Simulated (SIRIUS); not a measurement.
# TaN (Fm-3m) in SIRIUS: notebook, part 3 of 4

SIRIUS 7.12.0. The steps go on from the part before.

## 5. Equation of state, PBEsol, 10.81 Å³/atom

Input file sirius.json:

```json
{
  "control": {
    "processing_unit": "cpu",
    "std_evp_solver_name": "lapack",
    "gen_evp_solver_name": "lapack",
    "verbosity": 2,
    "print_forces": false,
    "ortho_rf": true,
    "use_second_variation": true,
    "rmt_max": 3.0,
    "num_bands_to_print": 24,
    "save_wf": true
  },
  "parameters": {
    "electronic_structure_method": "full_potential_lapwlo",
    "xc_functionals": ["XC_GGA_X_PBE_SOL", "XC_GGA_C_PBE_SOL"],
    "core_relativity": "dirac",
    "valence_relativity": "iora",
    "num_fv_states": 25,
    "smearing": "fermi_dirac",
    "smearing_width": 0.0018374661,
    "pw_cutoff": 24,
    "gk_cutoff": 4.64,
    "lmax_apw": 13,
    "lmax_rho": 8,
    "lmax_pot": 8,
    "num_mag_dims": 0,
    "auto_rmt": 0,
    "ngridk": [10, 10, 10],
    "shiftk": [0, 0, 0],
    "num_dft_iter": 80,
    "energy_tol": 1e-07,
    "density_tol": 1e-05,
    "use_symmetry": true
  },
  "settings": {"tol_ne": 1e-10},
  "iterative_solver": {"type": "exact"},
  "mixer": {"type": "anderson", "beta": 0.5, "max_history": 8},
  "unit_cell": {
    "lattice_vectors": [[0.0, 4.1787948431, 4.1787948431], [4.1787948431, 0.0, 4.1787948431], [4.1787948431, 4.1787948431, 0.0]],
    "atom_types": ["N", "Ta"],
    "atom_files": {"N": "N.json", "Ta": "Ta.json"},
    "atoms": {"N": [[0.0, 0.0, 0.0]], "Ta": [[0.5, 0.5, 0.5]]}
  }
}
```

Input file N.json:

```json
{
  "name": "nitrogen",
  "symbol": "N",
  "number": 7,
  "mass": 14.0067,
  "rmin": 1e-06,
  "rmt": 1.51,
  "nrmt": 800,
  "rinf": 13.03,
  "core": "1s",
  "valence": [
    {"basis": [{"enu": 0.35, "dme": 0, "n": 0, "auto": 0}, {"enu": 0.35, "dme": 1, "n": 0, "auto": 0}]},
    {"l": 0, "n": 1, "basis": [{"enu": 0.2948, "dme": 0, "n": 0, "auto": 0}]},
    {"l": 1, "n": 2, "basis": [{"enu": 0.45, "dme": 0, "n": 0, "auto": 0}]},
    {"l": 2, "n": 3, "basis": [{"enu": 0.45, "dme": 0, "n": 0, "auto": 0}]},
    {"l": 3, "n": 4, "basis": [{"enu": 0.45, "dme": 0, "n": 0, "auto": 0}]}
  ],
  "lo": [
    {
      "l": 0,
      "basis": [{"enu": 0.2948, "dme": 0, "n": 0, "auto": 0}, {"enu": 0.2948, "dme": 1, "n": 0, "auto": 0}]
    },
    {
      "l": 0,
      "basis": [{"enu": 0.2948, "dme": 1, "n": 0, "auto": 0}, {"enu": 0.2948, "dme": 2, "n": 0, "auto": 0}]
    },
    {
      "l": 0,
      "basis": [{"enu": 0.2948, "dme": 0, "n": 0, "auto": 0}, {"enu": 5.5577, "dme": 0, "n": 0, "auto": 0}]
    },
    {"l": 1, "basis": [{"enu": 0.45, "dme": 0, "n": 0, "auto": 0}, {"enu": 0.45, "dme": 1, "n": 0, "auto": 0}]},
    {"l": 1, "basis": [{"enu": 0.45, "dme": 1, "n": 0, "auto": 0}, {"enu": 0.45, "dme": 2, "n": 0, "auto": 0}]},
    {"l": 1, "basis": [{"enu": 0.45, "dme": 0, "n": 0, "auto": 0}, {"enu": 6.5024, "dme": 0, "n": 0, "auto": 0}]},
    {"l": 2, "basis": [{"enu": 0.45, "dme": 0, "n": 0, "auto": 0}, {"enu": 0.45, "dme": 1, "n": 0, "auto": 0}]},
    {"l": 2, "basis": [{"enu": 0.45, "dme": 1, "n": 0, "auto": 0}, {"enu": 0.45, "dme": 2, "n": 0, "auto": 0}]},
    {"l": 2, "basis": [{"enu": 0.45, "dme": 0, "n": 0, "auto": 0}, {"enu": 7.2918, "dme": 0, "n": 0, "auto": 0}]},
    {"l": 3, "basis": [{"enu": 0.45, "dme": 0, "n": 0, "auto": 0}, {"enu": 0.45, "dme": 1, "n": 0, "auto": 0}]}
  ],
  "free_atom": [... radial grid and density of the free atom, the start of the SCF ...]
}
```

Input file Ta.json:

```json
{
  "name": "tantalum",
  "symbol": "Ta",
  "number": 73,
  "mass": 180.94788,
  "rmin": 1e-06,
  "rmt": 2.51,
  "nrmt": 800,
  "rinf": 15.8,
  "core": "1s2s2p3s3p3d4s4p4d",
  "valence": [
    {"basis": [{"enu": 0.35, "dme": 0, "n": 0, "auto": 0}, {"enu": 0.35, "dme": 1, "n": 0, "auto": 0}]},
    {"l": 0, "n": 1, "basis": [{"enu": 0.45, "dme": 0, "n": 0, "auto": 0}]},
    {"l": 1, "n": 2, "basis": [{"enu": 0.45, "dme": 0, "n": 0, "auto": 0}]},
    {"l": 2, "n": 3, "basis": [{"enu": 0.45, "dme": 0, "n": 0, "auto": 0}]},
    {"l": 3, "n": 4, "basis": [{"enu": 0.45, "dme": 0, "n": 0, "auto": 0}]},
    {"l": 4, "n": 5, "basis": [{"enu": 0.45, "dme": 0, "n": 0, "auto": 0}]}
  ],
  "lo": [
    {"l": 0, "basis": [{"enu": 0.45, "dme": 0, "n": 0, "auto": 0}, {"enu": 0.45, "dme": 1, "n": 0, "auto": 0}]},
    {
      "l": 0,
      "basis": [{"enu": -2.0872, "dme": 0, "n": 5, "auto": 1}, {"enu": -2.0872, "dme": 1, "n": 5, "auto": 1}]
    },
    {
      "l": 0,
      "basis": [{"enu": -2.0872, "dme": 1, "n": 5, "auto": 1}, {"enu": 0.45, "dme": 0, "n": 0, "auto": 0}]
    },
    {"l": 0, "basis": [{"enu": 0.45, "dme": 0, "n": 0, "auto": 0}, {"enu": 2.9896, "dme": 0, "n": 0, "auto": 0}]},
    {"l": 1, "basis": [{"enu": 0.45, "dme": 0, "n": 0, "auto": 0}, {"enu": 0.45, "dme": 1, "n": 0, "auto": 0}]},
    {
      "l": 1,
      "basis": [{"enu": -0.8603, "dme": 0, "n": 5, "auto": 1}, {"enu": -0.8603, "dme": 1, "n": 5, "auto": 1}]
    },
    {
      "l": 1,
      "basis": [{"enu": -0.8603, "dme": 1, "n": 5, "auto": 1}, {"enu": 0.45, "dme": 0, "n": 0, "auto": 0}]
    },
    {"l": 1, "basis": [{"enu": 0.45, "dme": 0, "n": 0, "auto": 0}, {"enu": 3.3706, "dme": 0, "n": 0, "auto": 0}]},
    {"l": 2, "basis": [{"enu": 0.45, "dme": 0, "n": 0, "auto": 0}, {"enu": 0.45, "dme": 1, "n": 0, "auto": 0}]},
    {"l": 2, "basis": [{"enu": 0.45, "dme": 1, "n": 0, "auto": 0}, {"enu": 0.45, "dme": 2, "n": 0, "auto": 0}]},
    {"l": 2, "basis": [{"enu": 0.45, "dme": 0, "n": 0, "auto": 0}, {"enu": 2.9262, "dme": 0, "n": 0, "auto": 0}]},
    {"l": 3, "basis": [{"enu": 0.45, "dme": 0, "n": 0, "auto": 0}, {"enu": 0.45, "dme": 1, "n": 0, "auto": 0}]},
    {
      "l": 3,
      "basis": [{"enu": -0.3347, "dme": 0, "n": 4, "auto": 1}, {"enu": -0.3347, "dme": 1, "n": 4, "auto": 1}]
    },
    {
      "l": 3,
      "basis": [{"enu": -0.3347, "dme": 1, "n": 4, "auto": 1}, {"enu": 0.45, "dme": 0, "n": 0, "auto": 0}]
    },
    {"l": 3, "basis": [{"enu": 0.45, "dme": 0, "n": 0, "auto": 0}, {"enu": 4.1325, "dme": 0, "n": 0, "auto": 0}]},
    {"l": 4, "basis": [{"enu": 0.45, "dme": 0, "n": 0, "auto": 0}, {"enu": 0.45, "dme": 1, "n": 0, "auto": 0}]},
    {"l": 4, "basis": [{"enu": 0.45, "dme": 0, "n": 0, "auto": 0}, {"enu": 3.4976, "dme": 0, "n": 0, "auto": 0}]}
  ],
  "free_atom": [... radial grid and density of the free atom, the start of the SCF ...]
}
```

Input file sirius_start.json:

```json
{
  "control": {
    "processing_unit": "cpu",
    "std_evp_solver_name": "lapack",
    "gen_evp_solver_name": "lapack",
    "verbosity": 1,
    "print_forces": false,
    "ortho_rf": true,
    "use_second_variation": true,
    "rmt_max": 3.0,
    "num_bands_to_print": 24,
    "save_wf": false
  },
  "parameters": {
    "electronic_structure_method": "full_potential_lapwlo",
    "xc_functionals": ["XC_LDA_X", "XC_LDA_C_PW"],
    "core_relativity": "dirac",
    "valence_relativity": "iora",
    "num_fv_states": 25,
    "smearing": "fermi_dirac",
    "smearing_width": 0.0055123983,
    "pw_cutoff": 24,
    "gk_cutoff": 3.71,
    "lmax_apw": 13,
    "lmax_rho": 8,
    "lmax_pot": 8,
    "num_mag_dims": 0,
    "auto_rmt": 0,
    "ngridk": [4, 4, 4],
    "shiftk": [0, 0, 0],
    "num_dft_iter": 30,
    "energy_tol": 0.01,
    "density_tol": 0.05,
    "use_symmetry": true
  },
  "settings": {"tol_ne": 1e-10},
  "iterative_solver": {"type": "exact"},
  "mixer": {"type": "anderson", "beta": 0.5, "max_history": 8},
  "unit_cell": {
    "lattice_vectors": [[0.0, 4.1787948431, 4.1787948431], [4.1787948431, 0.0, 4.1787948431], [4.1787948431, 4.1787948431, 0.0]],
    "atom_types": ["N", "Ta"],
    "atom_files": {"N": "N.json", "Ta": "Ta.json"},
    "atoms": {"N": [[0.0, 0.0, 0.0]], "Ta": [[0.5, 0.5, 0.5]]}
  }
}
```

Run with:

```
$ OMP_NUM_THREADS=1 sirius.scf --input=sirius_start.json --output=start.json
$ OMP_NUM_THREADS=1 sirius.scf --input=sirius.json --output=output.json --task=1
```

Wall time 1.8 min (1 thread of Arm Neoverse V1, shared host); peak memory 0.64 GiB.

The run converged. Its results:

```yaml
Free_energy: -426568.7597 eV
Band_gap_on_the_k_mesh: none (metal or under the smearing width)
All_electrons_inside_the_program's_atomic_spheres: Ta 71.03; N 5.69 (radii N 1.51, Ta 2.51 bohr)
```

## 6. Equation of state, PBEsol, 11.03 Å³/atom (volume scaled by 1.02)

Edit sirius.json of step 5 so:

```diff
@@ -39,3 +39,3 @@
   "unit_cell": {
-    "lattice_vectors": [[0.0, 4.1787948431, 4.1787948431], [4.1787948431, 0.0, 4.1787948431], [4.1787948431, 4.1787948431, 0.0]],
+    "lattice_vectors": [[0.0, 4.2064697877, 4.2064697877], [4.2064697877, 0.0, 4.2064697877], [4.2064697877, 4.2064697877, 0.0]],
     "atom_types": ["N", "Ta"],
```

Input file N.json:

```json
{
  "name": "nitrogen",
  "symbol": "N",
  "number": 7,
  "mass": 14.0067,
  "rmin": 1e-06,
  "rmt": 1.51,
  "nrmt": 800,
  "rinf": 13.03,
  "core": "1s",
  "valence": [
    {"basis": [{"enu": 0.34, "dme": 0, "n": 0, "auto": 0}, {"enu": 0.34, "dme": 1, "n": 0, "auto": 0}]},
    {"l": 0, "n": 1, "basis": [{"enu": 0.2848, "dme": 0, "n": 0, "auto": 0}]},
    {"l": 1, "n": 2, "basis": [{"enu": 0.44, "dme": 0, "n": 0, "auto": 0}]},
    {"l": 2, "n": 3, "basis": [{"enu": 0.44, "dme": 0, "n": 0, "auto": 0}]},
    {"l": 3, "n": 4, "basis": [{"enu": 0.44, "dme": 0, "n": 0, "auto": 0}]}
  ],
  "lo": [
    {
      "l": 0,
      "basis": [{"enu": 0.2848, "dme": 0, "n": 0, "auto": 0}, {"enu": 0.2848, "dme": 1, "n": 0, "auto": 0}]
    },
    {
      "l": 0,
      "basis": [{"enu": 0.2848, "dme": 1, "n": 0, "auto": 0}, {"enu": 0.2848, "dme": 2, "n": 0, "auto": 0}]
    },
    {
      "l": 0,
      "basis": [{"enu": 0.2848, "dme": 0, "n": 0, "auto": 0}, {"enu": 5.5477, "dme": 0, "n": 0, "auto": 0}]
    },
    {"l": 1, "basis": [{"enu": 0.44, "dme": 0, "n": 0, "auto": 0}, {"enu": 0.44, "dme": 1, "n": 0, "auto": 0}]},
    {"l": 1, "basis": [{"enu": 0.44, "dme": 1, "n": 0, "auto": 0}, {"enu": 0.44, "dme": 2, "n": 0, "auto": 0}]},
    {"l": 1, "basis": [{"enu": 0.44, "dme": 0, "n": 0, "auto": 0}, {"enu": 6.4924, "dme": 0, "n": 0, "auto": 0}]},
    {"l": 2, "basis": [{"enu": 0.44, "dme": 0, "n": 0, "auto": 0}, {"enu": 0.44, "dme": 1, "n": 0, "auto": 0}]},
    {"l": 2, "basis": [{"enu": 0.44, "dme": 1, "n": 0, "auto": 0}, {"enu": 0.44, "dme": 2, "n": 0, "auto": 0}]},
    {"l": 2, "basis": [{"enu": 0.44, "dme": 0, "n": 0, "auto": 0}, {"enu": 7.2818, "dme": 0, "n": 0, "auto": 0}]},
    {"l": 3, "basis": [{"enu": 0.44, "dme": 0, "n": 0, "auto": 0}, {"enu": 0.44, "dme": 1, "n": 0, "auto": 0}]}
  ],
  "free_atom": [... radial grid and density of the free atom, the start of the SCF ...]
}
```

Input file Ta.json:

```json
{
  "name": "tantalum",
  "symbol": "Ta",
  "number": 73,
  "mass": 180.94788,
  "rmin": 1e-06,
  "rmt": 2.51,
  "nrmt": 800,
  "rinf": 15.8,
  "core": "1s2s2p3s3p3d4s4p4d",
  "valence": [
    {"basis": [{"enu": 0.34, "dme": 0, "n": 0, "auto": 0}, {"enu": 0.34, "dme": 1, "n": 0, "auto": 0}]},
    {"l": 0, "n": 1, "basis": [{"enu": 0.44, "dme": 0, "n": 0, "auto": 0}]},
    {"l": 1, "n": 2, "basis": [{"enu": 0.44, "dme": 0, "n": 0, "auto": 0}]},
    {"l": 2, "n": 3, "basis": [{"enu": 0.44, "dme": 0, "n": 0, "auto": 0}]},
    {"l": 3, "n": 4, "basis": [{"enu": 0.44, "dme": 0, "n": 0, "auto": 0}]},
    {"l": 4, "n": 5, "basis": [{"enu": 0.44, "dme": 0, "n": 0, "auto": 0}]}
  ],
  "lo": [
    {"l": 0, "basis": [{"enu": 0.44, "dme": 0, "n": 0, "auto": 0}, {"enu": 0.44, "dme": 1, "n": 0, "auto": 0}]},
    {
      "l": 0,
      "basis": [{"enu": -2.0972, "dme": 0, "n": 5, "auto": 1}, {"enu": -2.0972, "dme": 1, "n": 5, "auto": 1}]
    },
    {
      "l": 0,
      "basis": [{"enu": -2.0972, "dme": 1, "n": 5, "auto": 1}, {"enu": 0.44, "dme": 0, "n": 0, "auto": 0}]
    },
    {"l": 0, "basis": [{"enu": 0.44, "dme": 0, "n": 0, "auto": 0}, {"enu": 2.9796, "dme": 0, "n": 0, "auto": 0}]},
    {"l": 1, "basis": [{"enu": 0.44, "dme": 0, "n": 0, "auto": 0}, {"enu": 0.44, "dme": 1, "n": 0, "auto": 0}]},
    {
      "l": 1,
      "basis": [{"enu": -0.8703, "dme": 0, "n": 5, "auto": 1}, {"enu": -0.8703, "dme": 1, "n": 5, "auto": 1}]
    },
    {
      "l": 1,
      "basis": [{"enu": -0.8703, "dme": 1, "n": 5, "auto": 1}, {"enu": 0.44, "dme": 0, "n": 0, "auto": 0}]
    },
    {"l": 1, "basis": [{"enu": 0.44, "dme": 0, "n": 0, "auto": 0}, {"enu": 3.3606, "dme": 0, "n": 0, "auto": 0}]},
    {"l": 2, "basis": [{"enu": 0.44, "dme": 0, "n": 0, "auto": 0}, {"enu": 0.44, "dme": 1, "n": 0, "auto": 0}]},
    {"l": 2, "basis": [{"enu": 0.44, "dme": 1, "n": 0, "auto": 0}, {"enu": 0.44, "dme": 2, "n": 0, "auto": 0}]},
    {"l": 2, "basis": [{"enu": 0.44, "dme": 0, "n": 0, "auto": 0}, {"enu": 2.9162, "dme": 0, "n": 0, "auto": 0}]},
    {"l": 3, "basis": [{"enu": 0.44, "dme": 0, "n": 0, "auto": 0}, {"enu": 0.44, "dme": 1, "n": 0, "auto": 0}]},
    {
      "l": 3,
      "basis": [{"enu": -0.3447, "dme": 0, "n": 4, "auto": 1}, {"enu": -0.3447, "dme": 1, "n": 4, "auto": 1}]
    },
    {
      "l": 3,
      "basis": [{"enu": -0.3447, "dme": 1, "n": 4, "auto": 1}, {"enu": 0.44, "dme": 0, "n": 0, "auto": 0}]
    },
    {"l": 3, "basis": [{"enu": 0.44, "dme": 0, "n": 0, "auto": 0}, {"enu": 4.1225, "dme": 0, "n": 0, "auto": 0}]},
    {"l": 4, "basis": [{"enu": 0.44, "dme": 0, "n": 0, "auto": 0}, {"enu": 0.44, "dme": 1, "n": 0, "auto": 0}]},
    {"l": 4, "basis": [{"enu": 0.44, "dme": 0, "n": 0, "auto": 0}, {"enu": 3.4876, "dme": 0, "n": 0, "auto": 0}]}
  ],
  "free_atom": [... radial grid and density of the free atom, the start of the SCF ...]
}
```

Edit sirius_start.json of step 5 so:

```diff
@@ -39,3 +39,3 @@
   "unit_cell": {
-    "lattice_vectors": [[0.0, 4.1787948431, 4.1787948431], [4.1787948431, 0.0, 4.1787948431], [4.1787948431, 4.1787948431, 0.0]],
+    "lattice_vectors": [[0.0, 4.2064697877, 4.2064697877], [4.2064697877, 0.0, 4.2064697877], [4.2064697877, 4.2064697877, 0.0]],
     "atom_types": ["N", "Ta"],
```

Potentials or basis: all-electron FP-LAPW, apw+lo standard.

Run with:

```
$ OMP_NUM_THREADS=1 sirius.scf --input=sirius_start.json --output=start.json
$ OMP_NUM_THREADS=1 sirius.scf --input=sirius.json --output=output.json --task=1
```

Wall time 1.9 min (1 thread of Arm Neoverse V1, shared host); peak memory 0.64 GiB.

The run converged. Its results:

```yaml
Free_energy: -426568.7230 eV
Band_gap_on_the_k_mesh: none (metal or under the smearing width)
All_electrons_inside_the_program's_atomic_spheres: Ta 70.98; N 5.67 (radii N 1.51, Ta 2.51 bohr)
```

(Part 3 of 4 ends here.)
